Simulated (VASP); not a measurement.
Wanted: the native input for a VASP 6.6.1 run.

```
Task                   : single point
Functional             : PBE
Potentials or basis    : VASP PAW PBE potentials, release 64 (Pr)
Cutoff                 : 520 eV
k mesh                 : 9 × 9 × 9
Occupations            : gaussian, width 0.1 eV
Spin                   : collinear spin, ferromagnetic start
Starting moments       : [2.0] μB
Further INCAR settings : ALGO = Normal; EDIFF = 1e-07; NBANDS = 16
```

The structure of Pr lies in POSCAR:

```
Pr
1.0
   -2.1944725387      2.1944725387      1.8859478524
    2.1944725387     -2.1944725387      1.8859478524
    2.1944725387      2.1944725387     -1.8859478524
Pr
1
Direct
    0.0000000000      0.0000000000      0.0000000000
```

This isn't the form of Pr at room conditions, which is double hcp.

One way to write it, as run:

INCAR

```
  PREC = Accurate
  ENCUT = 520
  EDIFF = 1E-7
  ISMEAR = 0
  SIGMA = 0.1
  LREAL = False
  LASPH = True
  NELM = 150
  ALGO = Normal
  ISIF = 2
  LWAVE = False
  LCHARG = True
  ISPIN = 2
  MAGMOM = 2
  LORBIT = 11
  LMAXMIX = 6
  GGA = PE
  LELF = True
  LVHAR = True
  NBANDS = 16
```

KPOINTS

```
regular mesh
0
Gamma
  9 9 9
```

Potentials or basis: VASP PAW PBE potentials, release 64 (Pr).

Launch:

```sh
$ cat potpaw_PBE.64/Pr/POTCAR > POTCAR
$ mpirun -np 1 vasp_std > vasp.out
```

Results of the run:

* Pressure: -1.2 GPa
* Band gap on the k mesh: none (metal or under the smearing width)
* Net moment: 2.88 μB per cell
* Site moments: Pr +2.29 μB
* Valence electrons inside the program's atomic spheres: Pr 10.02

Caveat: the magnetic or orbital state may not be the lowest; spin-orbit coupling is left out, which moves the levels of the heavy elements.

Run time: 4.8 min on 1 thread of Intel(R) Xeon(R) Platinum 8488C (Sapphire Rapids), on a shared host, peak memory 0.23 GiB.
